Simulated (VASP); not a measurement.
# What goes wrong when MnS (Browneite) is relaxed with a bad input

Some relaxations of MnS (Browneite) get a fault in the input on purpose. Which of them show, and how? The starting structure is a measured crystal structure from the Crystallography Open Database. The first relaxation on each setting starts from this cell expanded by 3 % in volume.

Program: VASP 6.6.1. Level of theory: Kohn-Sham DFT with plane waves and PAW; PBEsol. Results are calculated unless marked as measured.

### Step 1. Starting point

The structure is cubic, space group F-43m (No. 216). Conventional cell: a = 5.600 Å, b = 5.600 Å, c = 5.600 Å, α = 90.00°, β = 90.00°, γ = 90.00°. Mn has 4 S at 2.42 Å nearest. S has 4 Mn at 2.42 Å nearest. Farther neighbours and most contacts between anions are not listed.

Structure file:

```cif
data_structure
_symmetry_space_group_name_H-M 'F-43m'
_symmetry_Int_Tables_number 216
_cell_length_a 5.6000
_cell_length_b 5.6000
_cell_length_c 5.6000
_cell_angle_alpha 90.000
_cell_angle_beta 90.000
_cell_angle_gamma 90.000
_cell_volume 175.62
loop_
_atom_site_label
_atom_site_type_symbol
_atom_site_symmetry_multiplicity
_atom_site_Wyckoff_symbol
_atom_site_fract_x
_atom_site_fract_y
_atom_site_fract_z
_atom_site_occupancy
Mn1 Mn 4 a 0.00000 0.00000 0.00000 1
S1 S 4 c 0.25000 0.25000 0.25000 1
```

### Step 2. Reference relaxation

This run starts from the cell of an earlier relaxation, which isn't shown; the restart sets up the plane waves anew.

Contents of INCAR:

```
SYSTEM = MnS
PREC = Accurate
ENCUT = 450
EDIFF = 1E-06
NELM = 100
ISMEAR = 0
SIGMA = 0.03
LREAL = .FALSE.
ALGO = Normal
GGA = PS
NBANDS = 27
ISPIN = 2
MAGMOM = 4 -4 0 0
LMAXMIX = 4
LORBIT = 11
LWAVE = .FALSE.
LCHARG = .FALSE.
KPAR = 4
IBRION = 2
NSW = 50
ISIF = 3
EDIFFG = -0.004
```

Contents of POSCAR:

```
MnS
1.0
    0.0000000000      2.7450076093      2.7450076093
    2.7450076093      0.0000000000      2.7450076093
    5.2867459677      5.2867459677      0.2032692510
Mn S
2 2
Direct
    0.0006160161      0.0006160161      0.9990759759
    0.0006160161      0.0006160161      0.4990759759
    0.7493839839      0.7493839839      0.3759240241
    0.7493839839      0.7493839839      0.8759240241
```

Contents of KPOINTS:

```
Automatic mesh
0
Gamma
6 6 6
0 0 0
```

Potentials, in the order of the species: Mn_pv and S (PBE family, release 64).

Run with:

```bash
$ mpirun -np 4 vasp_std
```

Output:

```text
[banner, memory and clock lines left out]
running    4 mpi-ranks, on    1 nodes
 distrk:  each k-point on    1 cores,    4 groups
 distr:  one band on    1 cores,    1 groups

 POSCAR found type information on POSCAR MnS
 POSCAR found :  2 types and       4 ions
|                                                                             |
|               ----> ADVICE to this user running VASP <----                  |
|                                                                             |
|     You enforced a specific xc type in the INCAR file but a different       |
|     [... a line on the potential file left out ...]
|     I HOPE YOU KNOW WHAT YOU ARE DOING!                                     |
|                                                                             |

 LDA part: xc-table for (Slater+PW92), standard interpolation
 POSCAR, INCAR and KPOINTS ok, starting setup
 FFT: planning ... GRIDC
 FFT: planning ... GRID_SOFT
 FFT: planning ... GRID
 WAVECAR not read
 entering main loop
       N       E                     dE             d eps       ncg     rms          rms(c)
DAV:   1     0.347774726110E+03    0.34777E+03   -0.19625E+04  3808   0.133E+03
DAV:   2    -0.526202408311E+01   -0.35304E+03   -0.34082E+03  3483   0.386E+02
DAV:   3    -0.320433956156E+02   -0.26781E+02   -0.26385E+02  3958   0.111E+02
DAV:   4    -0.327831892084E+02   -0.73979E+00   -0.73748E+00  4030   0.186E+01
DAV:   5    -0.327967982578E+02   -0.13609E-01   -0.13605E-01  4095   0.287E+00    0.168E+01
DAV:   6    -0.306632203087E+02    0.21336E+01   -0.25637E+01  3880   0.498E+01    0.157E+01
DAV:   7    -0.301570715201E+02    0.50615E+00   -0.54844E+00  3694   0.263E+01    0.882E+00
DAV:   8    -0.301941297725E+02   -0.37058E-01   -0.45415E-01  4245   0.372E+00    0.474E+00
DAV:   9    -0.301654948322E+02    0.28635E-01   -0.98873E-02  3968   0.316E+00    0.106E+00
DAV:  10    -0.301746372909E+02   -0.91425E-02   -0.44753E-02  3944   0.179E+00    0.324E-01
DAV:  11    -0.301757360800E+02   -0.10988E-02   -0.29529E-03  3720   0.437E-01    0.130E-01
DAV:  12    -0.301757925199E+02   -0.56440E-04   -0.40365E-04  3947   0.102E-01    0.103E-01
DAV:  13    -0.301757952982E+02   -0.27783E-05   -0.89808E-05  4043   0.717E-02    0.702E-02
DAV:  14    -0.301758092254E+02   -0.13927E-04   -0.40345E-05  3774   0.685E-02    0.241E-02
DAV:  15    -0.301758136145E+02   -0.43891E-05   -0.76521E-06  3714   0.235E-02    0.809E-03
DAV:  16    -0.301758134288E+02    0.18570E-06   -0.72788E-07  2166   0.613E-03
   1 F= -.30175813E+02 E0= -.30175813E+02  d E =-.301758E+02  mag=    -0.0000
[...]
2 F= -.30176008E+02 E0= -.30176008E+02  d E =-.194126E-03  mag=     0.0000
[...]
3 F= -.30176007E+02 E0= -.30176007E+02  d E =-.193453E-03  mag=     0.0000
[...]
4 F= -.30176004E+02 E0= -.30176004E+02  d E =-.190276E-03  mag=     0.0000
[...]
5 F= -.30176007E+02 E0= -.30176007E+02  d E =-.193215E-03  mag=    -0.0000
 curvature:  -0.03 expect dE=-0.152E-05 dE for cont linesearch -0.747E-06
 ZBRENT: accuracy reached
 trial: gam= 0.00000 g(F)=  0.307E-04 g(S)=  0.207E-04 ort =-0.984E-04 (trialstep = 0.101E+01)
 search vector abs. value=  0.514E-04
 bond charge predicted
       N       E                     dE             d eps       ncg     rms          rms(c)
DAV:   1    -0.301761827460E+02   -0.17549E-03   -0.10751E-02  4228   0.212E+00    0.176E-01
DAV:   2    -0.301760350961E+02    0.14765E-03   -0.31408E-03  3677   0.652E-01    0.124E-01
DAV:   3    -0.301760289779E+02    0.61181E-05   -0.21632E-04  3600   0.175E-01    0.479E-02
DAV:   4    -0.301760168329E+02    0.12145E-04   -0.49572E-05  3730   0.372E-02    0.206E-02
DAV:   5    -0.301760133567E+02    0.34761E-05   -0.13758E-05  3906   0.366E-02    0.153E-02
DAV:   6    -0.301760130969E+02    0.25983E-06   -0.27635E-06  3052   0.160E-02
   6 F= -.30176013E+02 E0= -.30176013E+02  d E =-.645307E-05  mag=    -0.0000
 trial-energy change:   -0.000006  1 .order   -0.000023   -0.000052    0.000006
 step:   0.4758(harm=  0.9114)  dis= 0.00017  next Energy=   -30.176017 (dE=-0.105E-04)
 reached required accuracy - stopping structural energy minimisation
```

The job ended after 2.1 min (4 MPI ranks of AMD EPYC 7R43, shared host; peak memory 1 GiB).

The logs omit lines about the potential files and the build; timing stands in the text.

From OUTCAR (step 2):

```text
ion  position               nearest neighbor table
   1  0.001  0.001  0.999-   3 2.26   4 2.36   4 2.36   4 2.36
   2  0.001  0.001  0.499-   4 2.26   3 2.36   3 2.36   3 2.36
   3  0.749  0.749  0.376-   1 2.26   2 2.36   2 2.36   2 2.36
   4  0.749  0.749  0.876-   2 2.26   1 2.36   1 2.36   1 2.36

  LATTYP: Found a trigonal (rhomboedric) cell.
 ALAT       =     6.3930079534
 COS(alpha) =     0.8156357904

 Subroutine GETGRP returns: Found  6 space group operations
 (whereof  6 operations were pure point group operations)

The static configuration has the point symmetry C_3v.

 Found     32 irreducible k-points:

   k-points           NKPTS =     32   k-points in BZ     NKDIM =     32   number of bands    NBANDS=     27

   dimension x,y,z NGX =    28 NGY =   28 NGZ =   54
   dimension x,y,z NGXF=    56 NGYF=   56 NGZF=  108

   ENCUT  =  450.0 eV  33.07 Ry    5.75 a.u.   6.71  6.71 12.94*2*pi/ulx,y,z

   NELECT =      38.0000    total number of electrons

 k-points in reciprocal lattice and weights: Automatic mesh
   0.00000000  0.00000000  0.00000000       0.005
   0.16666667  0.00000000  0.00000000       0.028
   0.33333333  0.00000000  0.00000000       0.028
   0.50000000  0.00000000  0.00000000       0.014
   0.16666667  0.16666667  0.00000000       0.028
   0.33333333  0.16666667  0.00000000       0.056
   0.50000000  0.16666667  0.00000000       0.056
  -0.33333333  0.16666667  0.00000000       0.056
  -0.16666667  0.16666667  0.00000000       0.028
[...]
0.00000000  0.00000000  0.50000000       0.005
   0.50000000  0.00000000  0.50000000       0.014

 average (electrostatic) potential at core
       1 -69.4277       2 -69.4277       3 -86.6778       4 -86.6778

 E-fermi :   5.2853

 spin component 1
 k-point     1 :       0.0000    0.0000    0.0000
  band No.  band energies     occupation
    ...
     15       2.8220      1.00000
     16       2.8220      1.00000
     17       4.2498      1.00000
     18       5.1010      1.00000
     19       5.1010      1.00000
     20       6.3116      0.00000
     21       6.3116      0.00000
     22       7.0984      0.00000
     23       7.9800      0.00000
     24       8.1985      0.00000
    ...

 k-point     2 :       0.1667    0.0000    0.0000
  band No.  band energies     occupation
    ...
     15       2.7493      1.00000
     16       2.8021      1.00000
     17       3.9566      1.00000
     18       4.5424      1.00000
     19       4.8404      1.00000
     20       6.1849      0.00000
     21       6.2507      0.00000
     22       7.2730      0.00000
     23       7.8247      0.00000
     24       7.9738      0.00000
    ...

 k-point     3 :       0.3333    0.0000    0.0000
  band No.  band energies     occupation
    ...
     15       2.6203      1.00000
     16       2.7684      1.00000
     17       3.4102      1.00000
     18       4.0428      1.00000
     19       4.3597      1.00000
     20       5.9043      0.00000
     21       6.2386      0.00000
     22       6.6658      0.00000
     23       7.2554      0.00000
     24       7.4597      0.00000
    ...

 k-point     4 :       0.5000    0.0000    0.0000
  band No.  band energies     occupation
    ...
     15       2.7558      1.00000
     16       2.8066      1.00000
     17       2.9602      1.00000
     18       3.9830      1.00000
     19       4.1249      1.00000
     20       5.8875      0.00000
     21       6.1965      0.00000
     22       6.3364      0.00000
     23       6.9629      0.00000
     24       7.1137      0.00000
    ...

 k-point     5 :       0.1667    0.1667    0.0000
  band No.  band energies     occupation
    ...
     15       2.7029      1.00000
     16       2.7723      1.00000
     17       4.0553      1.00000
     18       4.6009      1.00000
     19       4.7648      1.00000
     20       6.0438      0.00000
     21       6.4566      0.00000
     22       7.4434      0.00000
     23       7.6113      0.00000
     24       7.7559      0.00000
    ...

 k-point     6 :       0.3333    0.1667    0.0000
  band No.  band energies     occupation
    ...
     15       2.5929      1.00000
     16       2.7676      1.00000
     17       3.7096      1.00000
     18       4.1022      1.00000
     19       4.4676      1.00000
     20       5.9283      0.00000
     21       6.2038      0.00000
     22       6.8954      0.00000
     23       7.1761      0.00000
     24       7.5427      0.00000
    ...

  Total       -0.0010472     -0.0010472     -0.0010472     -0.0150899      0.0150899      0.0150899
  in kB       -0.0215341     -0.0215341     -0.0215341     -0.3102898      0.3102898      0.3102898
  external PRESSURE =      -0.0215341 kB  Pullay stress =       0.0000000 kB

  energy-cutoff  :      450.00
  volume of cell :       77.92
      direct lattice vectors                 reciprocal lattice vectors
    -0.000000000  2.743148503  2.743148503    -0.185898944  0.178645666  0.185898944
     2.743148503 -0.000000000  2.743148503     0.178645666 -0.185898944  0.185898944
     5.280274849  5.280274849  0.206022156     0.096576111  0.096576111 -0.096576111

 POSITION                                       TOTAL-FORCE (eV/Angst)
 -----------------------------------------------------------------------------------
      5.27685      5.27685      0.20944         0.000048      0.000048     -0.000048
      2.63672      2.63672      0.10643         0.000048      0.000048     -0.000048
      4.04089      4.04089      4.18856        -0.000048     -0.000048      0.000048
      6.68102      6.68102      4.29157        -0.000048     -0.000048      0.000048
 -----------------------------------------------------------------------------------
    total drift:                                0.000561      0.000561     -0.000453

  FREE ENERGIE OF THE ION-ELECTRON SYSTEM (eV)
  ---------------------------------------------------
  free  energy   TOTEN  =       -30.1760130969 eV

  energy  without entropy=      -30.1760130969  energy(sigma->0) =      -30.17601310

 reached required accuracy - stopping structural energy minimisation

 total charge
# of ion       s       p       d       tot
------------------------------------------
    1        0.286   6.251   5.000  11.537
    2        0.286   6.251   5.000  11.537
    3        1.310   2.438   0.000   3.748
    4        1.310   2.438   0.000   3.748
--------------------------------------------------
tot          3.192  17.378   9.999  30.569

 magnetization (x)
# of ion       s       p       d       tot
------------------------------------------
    1        0.027   0.052   3.816   3.895
    2       -0.027  -0.052  -3.816  -3.895
    3       -0.005  -0.021   0.000  -0.026
    4        0.005   0.021   0.000   0.026
--------------------------------------------------
tot          0.000   0.000   0.000   0.000

[... 1 further part left out ...]
```

The PAW data sets were made with PBE, which is usual practice but a small mismatch for other functionals. The run keeps the 6 symmetry operations of its start, so it cannot find a distortion of lower symmetry.

The reference relaxation ends at 19.479 Å³ an atom.

### Step 3. Relaxation with too few electronic steps

A slip made on purpose: too few electronic steps. Against step 2 the input has NELM = 4 (also changed: NSW).

INCAR: that of step 2 with these lines changed.

```diff
@@ -4,3 +4,3 @@
 EDIFF = 1E-06
-NELM = 100
+NELM = 4
 ISMEAR = 0
@@ -19,3 +19,3 @@
 IBRION = 2
-NSW = 50
+NSW = 30
 ISIF = 3
```

Contents of POSCAR:

```
MnS
1.0
    0.0000000000      2.8277245753      2.8277245753
    2.8277245753      0.0000000000      2.8277245753
    5.6554491507      5.6554491507      0.0000000000
Mn S
2 2
Direct
    0.0000000000      0.0000000000      0.0000000000
    0.0000000000      0.0000000000      0.5000000000
    0.7500000000      0.7500000000      0.3750000000
    0.7500000000      0.7500000000      0.8750000000
```

KPOINTS is that of step 2.

Run with:

```bash
$ mpirun -np 4 vasp_std
```

Output:

```text
[banner, memory and clock lines left out]
running    4 mpi-ranks, on    1 nodes
[...]
[... a notice as in an earlier step ...]

 LDA part: xc-table for (Slater+PW92), standard interpolation
 POSCAR, INCAR and KPOINTS ok, starting setup
[...]
entering main loop
       N       E                     dE             d eps       ncg     rms          rms(c)
DAV:   1     0.327336606471E+03    0.32734E+03   -0.19681E+04  3944   0.129E+03
DAV:   2    -0.569761302228E+01   -0.33303E+03   -0.32163E+03  3537   0.367E+02
DAV:   3    -0.316302191719E+02   -0.25933E+02   -0.25550E+02  4098   0.105E+02
DAV:   4    -0.323581690905E+02   -0.72795E+00   -0.72601E+00  3991   0.178E+01
|                                                                             |
|           W    W    AA    RRRRR   N    N  II  N    N   GGGG   !!!           |
|           W    W   A  A   R    R  NN   N  II  NN   N  G    G  !!!           |
|           W    W  A    A  R    R  N N  N  II  N N  N  G       !!!           |
[...]
|     E        R    R   R    R   O     O  R    R      ###     ###     ###     |
|     EEEEEEE  R     R  R     R  OOOOOOO  R     R     ###     ###     ###     |
|                                                                             |
|     Orbital orthonormalization failed in the inversion of matrix            |
|     LAPACK: Routine ZPOTRF failed! kpoint: 1 spin: 1                        |
|                                                                             |
|     Possible solutions for this issue are:                                  |
|     - Please check whether the atoms are too close to each other.           |
|     - Decreasing POTIM might help during relaxations or MDs.                |
|     - Deleting CHGCAR or WAVECAR if incompatible with the structure.        |
|     - Try calculating without symmetrizing (ISYM = 0 or ISYM = -1).         |
|     - As last resort: using a different PAW for some of the atoms.          |
|                                                                             |
|       ---->  I REFUSE TO CONTINUE WITH THIS SICK JOB ... BYE!!! <----       |
|                                                                             |

Abort(1) on node <host> (rank 0 in comm 0): application called MPI_Abort(MPI_COMM_WORLD, 1) - process 0
```

The job ended after 47 s (4 MPI ranks).

VASP stopped with this message: “Orbital orthonormalization failed in the inversion of matrix LAPACK: Routine ZPOTRF failed! kpoint: 1 spin: 1”.

### Step 4. Relaxation with a functional's name that the tag doesn't take

A slip made on purpose: a functional's name that the tag doesn't take. Against step 2 the input has GGA = PBESOL (also changed: NELM).

INCAR: that of step 3 with these lines changed.

```diff
@@ -4,3 +4,3 @@
 EDIFF = 1E-06
-NELM = 4
+NELM = 60
 ISMEAR = 0
@@ -9,3 +9,3 @@
 ALGO = Normal
-GGA = PS
+GGA = PBESOL
 NBANDS = 27
@@ -19,3 +19,3 @@
 IBRION = 2
-NSW = 30
+NSW = 50
 ISIF = 3
```

POSCAR is that of step 3.

KPOINTS is that of step 3.

Run with:

```bash
$ mpirun -np 4 vasp_std
```

Output:

```text
[banner, memory and clock lines left out]
running    4 mpi-ranks, on    1 nodes
[...]
|                                                                             |
|     EEEEEEE  RRRRRR   RRRRRR   OOOOOOO  RRRRRR      ###     ###     ###     |
|     E        R     R  R     R  O     O  R     R     ###     ###     ###     |
|     E        R     R  R     R  O     O  R     R     ###     ###     ###     |
|     EEEEE    RRRRRR   RRRRRR   O     O  RRRRRR       #       #       #      |
|     E        R   R    R   R    O     O  R   R                               |
|     E        R    R   R    R   O     O  R    R      ###     ###     ###     |
|     EEEEEEE  R     R  R     R  OOOOOOO  R     R     ###     ###     ###     |
|                                                                             |
|     Error: One of the selected functionals does not exist.                  |
|                                                                             |
|       ---->  I REFUSE TO CONTINUE WITH THIS SICK JOB ... BYE!!! <----       |
|                                                                             |

1
1
1
1
```

Run time: 5 s. Hardware: 4 MPI ranks.

VASP stopped with this message: “Error: One of the selected functionals does not exist”.

### Step 5. Relaxation with a smearing far too wide

A slip made on purpose: a smearing far too wide. Against step 2 the input has SIGMA = 2 (also changed: NELM).

INCAR: that of step 4 with these lines changed.

```diff
@@ -6,6 +6,6 @@
 ISMEAR = 0
-SIGMA = 0.03
+SIGMA = 2
 LREAL = .FALSE.
 ALGO = Normal
-GGA = PBESOL
+GGA = PS
 NBANDS = 27
```

POSCAR is that of step 4.

KPOINTS is that of step 4.

Run with:

```bash
$ mpirun -np 4 vasp_std
```

Output:

```text
[... set-up lines as in an earlier step ...]
 entering main loop
       N       E                     dE             d eps       ncg     rms          rms(c)
DAV:   1     0.324676512537E+03    0.32468E+03   -0.19681E+04  3944   0.129E+03
DAV:   2    -0.849314835299E+01   -0.33317E+03   -0.32127E+03  3537   0.368E+02
DAV:   3    -0.346321671018E+02   -0.26139E+02   -0.25567E+02  4098   0.105E+02
DAV:   4    -0.354141189670E+02   -0.78195E+00   -0.77520E+00  3991   0.181E+01
[...]
DAV:  34    -0.329332209323E+02    0.14355E-03   -0.94906E-04  4101   0.138E-01    0.115E-01
DAV:  35    -0.329331751966E+02    0.45736E-04   -0.61604E-05  3355   0.300E-02    0.121E-01
DAV:  36    -0.329331462552E+02    0.28941E-04   -0.18025E-05  3356   0.193E-02    0.125E-01
 hard stop encountered!  aborting job ...
 [... a notice as in an earlier step ...]

 soft stop encountered!  aborting job ...
   1 F= -.32933146E+02 E0= -.27811490E+02  d E =-.102433E+02  mag=    -0.0000
 deleting file STOPCAR
```

It took 2.1 min on 4 MPI ranks; peak memory 1 GiB.

The run was stopped at its time limit.

### Step 6. The runs compared

```csv
run,ended,volume (Å³/atom),pressure left (GPa),core minutes
reference,converged,19.479,0.0,44.1
too few electronic steps,stopped by VASP,-,-,3.13
a functional's name that the tag doesn't take,stopped by VASP,-,-,0.333
a smearing far too wide,cut off by time,-,-,8.4
```

Core minutes are wall time times ranks, summed over the relaxations behind a row (those for a bulk modulus apart), on shared hosts.

### Step 7. What came out

- volume of the reference: 19.48 Å³/atom
- run with too few electronic steps: stopped by VASP
- run with a functional's name that the tag doesn't take: stopped by VASP
- run with a smearing far too wide: cut off by time

What this shows: VASP stopped by itself in the runs with too few electronic steps and a functional's name that the tag doesn't take. The run with a smearing far too wide was cut off by time, so it gives no result to compare. The reference was restarted once and the runs with a slip weren't, so their cells may not have settled fully. Further runs on this material are not shown.

[Lines on the potential files, build, host, timing and source positions are cut from VASP's logs without a mark.]

[Logs are printed without paths, hosts, clocks, repeated set-up lines and the standing remarks that a program may print on its own settings, such as how far it seeks lower states.]

[Hosts, paths, dates, database ids (printed as entryN), source tags and the programs' standing remarks are cut or masked in the printed files.]
